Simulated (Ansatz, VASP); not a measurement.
# WC (Qusongite) in VASP and in Ansatz

File INCAR:

```
SYSTEM = WC
PREC = Accurate ; ENCUT = 520
EDIFF = 1E-7 ; ISMEAR = -1
SIGMA = 0.05 ; LREAL = .FALSE.
LASPH = .TRUE. ; NELM = 100
ALGO = Normal ; ISIF = 2
LWAVE = .FALSE. ; LCHARG = .FALSE.
GGA = PE ; NBANDS = 16
```

Contents of KPOINTS:

```
Automatic mesh
0
G
  10 10 9
  0 0 0
```

Contents of POSCAR:

```
WC
1.0
    2.8471670250      0.0000000000      0.0000000000
   -1.4235835125      2.4657189725      0.0000000000
    0.0000000000      0.0000000000      2.7786939560
W C
1 1
Direct
    0.0000000000      0.0000000000      0.0000000000
    0.6666666667      0.3333333333      0.5000000000
```

The input input.yaml:

```yaml
crystal:
  lattice:
    - [2.847167025, 0.0, 0.0]
    - [-1.4235835125, 2.4657189725, 0.0]
    - [0.0, 0.0, 2.778693956]
  atoms:
    - { symbol: W, position: [0.0, 0.0, 0.0] }
    - { symbol: C, position: [0.6666666667, 0.3333333333, 0.5] }
hamiltonian:
  xc: pbe
  pseudopotentials: { kind: paw }
kpoints:
  mp_grid: { grid: [10, 10, 9] }
scf:
  occupations: { method: fermi_dirac, width: 0.05 }
output:
  forces: true
  stress: true
  eigenvalues: true
  write_density: true
  write_potential: true
  elf: true
  volumetric_format: npy
```

Change from the starting cell: volume scaled by 0.94.

Alike in both runs: task single point; functional PBE; k mesh 10 × 10 × 9; occupations fermi-dirac, width 0.05 eV; no spin polarisation.

|  | VASP | Ansatz |
| --- | --- | --- |
| version | VASP 6.6.1 | Ansatz 0.2.0 |
| potentials or method | VASP PAW PBE potentials, release 64 (W_sv, C) | Ansatz PAW |
| plane-wave cutoff (eV) | 520 | 420 |
| valence electrons in the cell | 18 | 18 |

```tsv
	VASP	Ansatz	Ansatz less VASP
gap on the k mesh at the Fermi level (eV)	none	none	-
pressure (GPa)	36.1	34.6	-1.52
largest component of the traceless stress (GPa)	2.56	2.31	-0.250
```

A gap of «none» marks a metal or a gap that the smearing closes.

Caveats: the pressure holds a Pulay correction of +0.4 GPa for the finite cutoff (Ansatz). Spin-orbit coupling is left out, which matters for the levels of W.
